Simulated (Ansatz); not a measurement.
**MgO: a line through an energy map**

Aim: follow the energy of MgO (Fm-3m, No. 225; 2 atoms in the cell) along one coordinate, amplitude of mode 5 (388 cm⁻¹), with the other held at amplitude of mode 4 (388 cm⁻¹) = −0.162 Å.

The COD cell was measured well above room temperature, so it is larger than a cold one.

Program: Ansatz 0.2.0. Level of theory: DFT PBEsol, scalar-relativistic, plane waves, PAW. These are calculated values, not measurements.

1 further run of the same task is left out (set aside as unsound or not needed).

**1. The starting structure**

It takes space group Fm-3m (No. 225, cubic). Conventional cell: a = 4.215 Å, b = 4.215 Å, c = 4.215 Å, α = 90.00°, β = 90.00°, γ = 90.00°. Around Mg (site symmetry m-3m) lie 6 O at 2.11 Å. O (site symmetry m-3m) has 6 Mg at 2.11 Å as nearest neighbours.

As a file:

```xyz
2
Lattice="0.0000 2.1076 2.1076 2.1076 0.0000 2.1076 2.1076 2.1076 0.0000" Properties=species:S:1:pos:R:3 pbc="T T T"
Mg    0.0000    0.0000    0.0000
O     2.1076    2.1076    2.1076
```

This cell was relaxed beforehand with the same method: volume 9.36 Å³/atom, gap on the mesh 4.62 eV.

**2. The scan**

The energy is mapped over two normal modes frozen in (zone-centre modes of the cell shown).

- amplitude of mode 4 (388 cm⁻¹), largest displacement: 11 values from −0.202 to 0.202 Å
- amplitude of mode 5 (388 cm⁻¹), largest displacement: 11 values from −0.202 to 0.202 Å

Nothing else is relaxed (the cell and all other modes fixed). Energies count from the relaxed high-symmetry cell. Points are written as (first, second).

The modes come from a phonon run on the reference cell, made beforehand.

The patterns, per unit of each coordinate (Å):

| atom | x1 | y1 | z1 | x2 | y2 | z2 |
| --- | --- | --- | --- | --- | --- | --- |
| Mg1 | -0.658 | 0.000 | 0.000 | 0.000 | -0.658 | 0.000 |
| O2 | 1.000 | 0.000 | 0.000 | 0.000 | 1.000 | 0.000 |

**3. Point (−0.162 Å, −0.162 Å)**

input.yaml reads:

```yaml
crystal:
  lattice:
    - [0.0, 2.1075959641, 2.1075959641]
    - [2.1075959641, 0.0, 2.1075959641]
    - [2.1075959641, 2.1075959641, 0.0]
  atoms:
    - { symbol: Mg, position: [0.0, 0.0, 0.050472081] }
    - { symbol: O, position: [0.5, 0.5, 0.4233249623] }
basis:
  ecutwfc: 520.0
kpoints:
  mp_grid: { grid: [10, 10, 10] }
hamiltonian:
  xc: pbesol
  pseudopotentials: { kind: paw, azcp: { folder: soft_1 } }
scf:
  occupations: { method: gaussian, width: 0.05 }
output:
  forces: true
  stress: true
  eigenvalues: true
```

Started as:

```
> ansatz run input.yaml --threads 1 --pin off --max-ram 2048MiB --backend cpu --events-out ev --progress --plain --runs-dir out
```

Further runs follow: the other points of the line.

What does the calculation give? Wanted: for each run, amplitude of mode 5; energy; slope; pressure; largest force on an atom.

**Answer**, as computed:

```
amplitude of mode 5 (388 cm⁻¹), largest displacement (Å)  step  energy (eV)  slope (eV per Å)  pressure (GPa)  band gap on the k-mesh (eV)  largest force on an atom (eV/Å)
                                                  −0.202     –        0.563              −4.4            17.6                        4.512                             3.00
                                                  −0.162     3        0.419              −2.8            13.6                        4.543                             2.39
                                                  −0.121     4        0.329              −1.7            10.7                        4.568                             2.17
                                                  −0.081     5        0.277              −0.9             8.9                        4.583                             2.15
                                                  −0.040     6        0.250              −0.4             7.8                        4.594                             2.19
                                                   0.000     7        0.242               0.0             7.5                        4.599                             2.20
                                                   0.040     –        0.250               0.4             7.8                        4.594                             2.19
                                                   0.081     –        0.277               0.9             8.9                        4.583                             2.15
                                                   0.121     –        0.329               1.7            10.7                        4.568                             2.17
                                                   0.162     –        0.419               2.8            13.6                        4.543                             2.39
                                                   0.202     –        0.563               4.4            17.6                        4.512                             3.00
```

Energies count from the relaxed high-symmetry cell. Rows without a step come from runs not printed here or follow by symmetry. Slopes come from the forces (and the stress, where the cell changes), not from differences of energies.

Along the line the energy is lowest at 0.000 Å, 0.242 eV from the zero. A fit to energies and slopes at the lowest point and its two neighbours puts the minimum at 0.0000 Å, with a curvature of about 9.9 eV per Å². The highest point computed, at −0.202 Å, lies 0.321 eV above the lowest. This is one cut through a surface in two coordinates; the map's lowest point lies off it. With the other coordinates free, the energies away from the reference would be the same or lower.

These are semilocal Kohn-Sham gaps, which aren't the measured quantity. Such gaps usually fall short of the measured ones.
